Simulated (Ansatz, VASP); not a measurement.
## Two plane-wave programs on Al

The input INCAR:

```
PREC = Accurate ; ENCUT = 520
EDIFF = 1E-6 ; ISMEAR = 0
SIGMA = 0.1 ; LREAL = False
LASPH = True ; NELM = 80
ALGO = Normal ; ISIF = 2
LWAVE = False ; LCHARG = True
GGA = PS ; LELF = True
LVHAR = True ; NBANDS = 8
```

Contents of KPOINTS:

```
regular mesh
0
Gamma
  18 18 18
```

POSCAR

```
Al
1.0
   -1.5736453327      1.5736453327      1.5736453327
    1.5736453327     -1.5736453327      1.5736453327
    1.5736453327      1.5736453327     -1.5736453327
Al
1
Direct
    0.0000000000      0.0000000000      0.0000000000
```

Input for Ansatz:

```yaml
crystal:
  lattice:
    - [-1.5736453327, 1.5736453327, 1.5736453327]
    - [1.5736453327, -1.5736453327, 1.5736453327]
    - [1.5736453327, 1.5736453327, -1.5736453327]
  atoms:
    - { symbol: Al, position: [0.0, 0.0, 0.0] }
basis:
  ecutwfc: 420
kpoints:
  mp_grid: { grid: [18, 18, 18] }
hamiltonian:
  xc: pbesol
scf:
  occupations: { method: gaussian, width: 0.1 }
output:
  forces: true
  stress: true
  eigenvalues: true
```

Alike in both runs: task single point; functional PBEsol; k mesh 18 × 18 × 18; occupations gaussian, width 0.1 eV; no spin polarisation.

|  | VASP | Ansatz |
| --- | --- | --- |
| version | VASP 6.6.1 | Ansatz 0.2.0 |
| potentials or method | VASP PAW PBE potentials, release 64 (Al) | scalar-relativistic, plane waves, PAW |
| plane-wave cutoff (eV) | 520 | 420 |
| valence electrons in the cell | 3 | 3 |

|  | VASP | Ansatz | Ansatz less VASP |
| --- | --- | --- | --- |
| gap on the k mesh at the Fermi level (eV) | none | none | - |
| pressure (GPa) | 5.3 | 5.2 | -0.08 |

A gap of «none» marks a metal or a gap that the smearing closes.

Caveats: the PAW data sets were made with another functional, which shifts forces and pressure a little (VASP).
